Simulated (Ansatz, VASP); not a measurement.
HfC in VASP and in Ansatz

```
Hf C
1.0
     0.00000    2.32571    2.32571
     2.32571    0.00000    2.32571
     2.32571    2.32571    0.00000
Hf C
1 1
Direct
  0.00000 0.00000 0.00000
  0.50000 0.50000 0.50000
```

Alike in both runs: functional PBE; k mesh 20 × 20 × 20; occupations gaussian, width 0.1 eV; no spin polarisation.

Ansatz relaxed the structure, and its values are those at the end. VASP's run is a single point on that final structure, the one shown.

|  | VASP | Ansatz |
| --- | --- | --- |
| version | VASP 6.6.1 | Ansatz 0.2.0 |
| potentials or method | VASP PAW PBE potentials, release 64 (Hf_pv, C) | scalar-relativistic, plane waves, PAW |
| plane-wave cutoff (eV) | 520 | 420 |
| valence electrons in the cell | 14 | 30 |

Ansatz gave:

```
gap on the k mesh at the Fermi level (eV) : none
pressure (GPa)                            : 0.0
```

Q: What did VASP give for the same quantities?

A: gap on the k mesh at the Fermi level (eV): none; pressure (GPa): -0.7.

A gap of «none» marks a metal or a gap that the smearing closes. The two sets of potentials don't hold the same shells in valence.

The runs have no spin-orbit coupling, so splittings on Hf are missing.
